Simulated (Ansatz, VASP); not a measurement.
# SrTiO3 in VASP and in Ansatz

```
Sr Ti O
1.0
     3.93642    0.00000    0.00000
     0.00000    3.93642    0.00000
     0.00000    0.00000    3.93642
Sr Ti O
1 1 3
Direct
  0.00000 0.00000 0.00000
  0.50000 0.50000 0.50000
  0.50000 0.00000 0.50000
  0.50000 0.50000 0.00000
  0.00000 0.50000 0.50000
```

Alike in both runs: task single point; functional PBE; k mesh 8 × 8 × 8; occupations gaussian, width 0.02 eV; no spin polarisation.

|  | VASP | Ansatz |
| --- | --- | --- |
| version | VASP 6.6.1 | Ansatz 0.2.0 |
| potentials or method | VASP PAW PBE potentials, release 64 (Sr_sv, Ti_sv, O) | scalar-relativistic, plane waves, PAW |
| plane-wave cutoff (eV) | 520 | 420 |
| valence electrons in the cell | 40 | 40 |

Ansatz gave:

| Quantity | Value |
| --- | --- |
| gap on the k mesh at the Fermi level (eV) | 1.84 |
| least direct gap on the mesh (eV) | 2.20 |
| pressure (GPa) | 0.0 |

Problem. Estimate VASP's values.

Solution. gap on the k mesh at the Fermi level (eV): 1.81; least direct gap on the mesh (eV): 2.18; pressure (GPa): 0.7.

With one functional, cell and mesh, what is left measures potentials, basis and numerics.

A k mesh can miss the band edges. Expect the measured gap to be larger: semilocal functionals such as PBE lack the derivative discontinuity.
